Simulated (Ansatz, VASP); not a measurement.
# One calculation of SnSe2, two programs

```
Sn Se
1.0
     3.81100    0.00000    0.00000
    -1.90550    3.30042    0.00000
     0.00000    0.00000    6.13600
Sn Se
1 2
Direct
  0.00000 0.00000 0.00000
  0.33333 0.66667 0.24900
  0.66667 0.33333 0.75100
```

Alike in both runs: task single point; functional PBE; k mesh 2 × 2 × 2; occupations fermi-dirac, width 0.01 eV; no spin polarisation.

```csv
,VASP,Ansatz
version,VASP 6.6.1,Ansatz 0.2.0
potentials or method,"VASP PAW PBE potentials, release 64 (Sn_d, Se)","plane waves, PAW"
plane-wave cutoff (eV),520,420
valence electrons in the cell,26,46
```

|  | VASP | Ansatz | Ansatz less VASP |
| --- | --- | --- | --- |
| gap on the k mesh at the Fermi level (eV) | 0.88 | 0.89 | +0.008 |

The two sets of potentials don't hold the same shells in valence.

Caveats: the k mesh is coarse (spacing up to 0.95 Å⁻¹), so the values aren't converged; spin-orbit coupling is left out, which moves the levels of the heavy elements. A k mesh can miss the band edges.
